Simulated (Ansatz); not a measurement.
Compare A (`C=CC=C`) with its isomer B (`C=C1CC1`).

Isolated molecules relaxed with PBE0-D4/def2-TZVP in Ansatz; ΔE leaves out vibrations. CCSD(T)/CBS adds triple-zeta CCSD(T) − MP2 to the extrapolated MP2 energy (def2 sets, frozen cores). DFT in def2-TZVPP. B3LYP here is the variant with VWN-RPA as its local correlation; programs differ in this. Each species was taken in one conformer, which may not be the lowest.

Question: Which isomer does CCSD(T)/CBS put lower? Give the gap. (Best estimate.)

Answer: Ansatz gave: A, by 19.9 kcal/mol.

Question: Give E(B) − E(A) in kcal/mol with CCSD/def2-TZVPP, r2SCAN-D4, B2PLYP, BLYP-D4, B3LYP-D4, CCSD(T)/def2-SVP, CCSD(T)/def2-TZVPP. (Best estimate.)

Answer: Computed: CCSD/def2-TZVPP 19.1, r2SCAN-D4 17.2, B2PLYP 19.9, BLYP-D4 21.9, B3LYP-D4 20.4, CCSD(T)/def2-SVP 18.4, CCSD(T)/def2-TZVPP 19.7. None reverses the order clearly.

Question: Does the order hold for the free energy at 298.15 K (harmonic terms from PBE0-D4)? (Estimate.)

Answer: Ansatz gave: Yes: G(B) − G(A) = +20.2 kcal/mol, for one conformer each.

Largest T1 diagnostic: 0.011.

From PBE to PBE0 (25 % exact exchange), in def2-TZVPP and without D4, E(B) − E(A) moves by −1.1 kcal/mol. Leaving LDA and LC-ωPBE aside and taking each functional with its dispersion term where it has one, the values, not all of them listed here, spread over 7.1 kcal/mol, from ωB97X-V to BLYP-D4. LDA lies −3.5 kcal/mol from PBE without D4.
